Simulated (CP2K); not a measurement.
Crystal: Sb.

```xyz
2
Lattice="3.1224 0.0000 0.0000 0.0000 4.3475 0.0000 -0.0389 0.0000 4.4059" Properties=species:S:1:pos:R:3 pbc="T T T"
Sb    0.0262    1.0869    1.0625
Sb    3.0573    3.2606    3.3433
```

This isn't the form of Sb at room conditions, which is rhombohedral.

Base run:

```yaml
Program: CP2K 2026.2
Functional: SCAN
Potentials_or_basis: POTENTIAL_UZH Sb GTH-SCAN-q5; TZVP-MOLOPT-SCAN-GTH basis
Density_cutoff: 9184 eV
k_mesh: 9 × 6 × 6
Occupations: fermi-dirac, width 0.01 eV
Spin: no spin polarisation
```

Its results: band gap on the k mesh none (metal or under the smearing width); pressure -0.9 GPa; largest force 0.052 eV/Å.

The run is repeated on the same cell with these changes: functional from SCAN to TASK; ngrids from 4 to 5. What comes out?

Band gap on the k mesh none (metal or under the smearing width); pressure 0.0 GPa; largest force 0.122 eV/Å.

Caveats: spin-orbit coupling is left out, which moves the levels of the heavy elements; the basis of atomic orbitals isn't converged, which shifts pressures, moduli and gaps; the potentials were made for another functional, which shifts forces and pressure (some runs).
